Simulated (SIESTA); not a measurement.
## ZnCu in SIESTA: the effect of strain zz

The system is ZnCu.

```
Zn Cu
1.0
     2.94500    0.00000    0.00000
     0.00000    2.94500    0.00000
     0.00000    0.00000    2.82720
Zn Cu
1 1
Direct
  0.50000 0.50000 0.50000
  0.00000 0.00000 0.00000
```

The cell isn't the ideal one: cell strained along z.

Alike in all runs:

- Program: SIESTA 5.4.2
- Task: band structure
- Functional: PBE
- Potentials or basis: PseudoDojo 0.4 standard (PBE files)
- Basis: DZP (energy shift 0.003 Ry; two zetas on semicore shells)
- Grid cutoff: 800 Ry
- Energy shift: 0.003 Ry
- k mesh: 9 × 9 × 9
- Occupations: fermi-dirac, width 0.05 eV
- Spin: no spin polarisation

```csv
strain zz,pressure (GPa)
-0.04,6.0
-0.02,?
-0.01,1.6
0,0.5
0.01,-0.6
0.02,-1.9
0.04,-4.3
```

**Question.** What does the run with strain zz -0.02 give?

**Answer.** Pressure 2.9 GPa.

Worked out: A parabola through the other rows of the pressure, of slope -136 GPa per unit of strain zz there, gives 3.1 GPa, against the run's 2.9.

Caveats: short orbitals over semicore shells can move pressures by several GPa; the basis of atomic orbitals isn't converged, which shifts pressures, moduli and gaps.
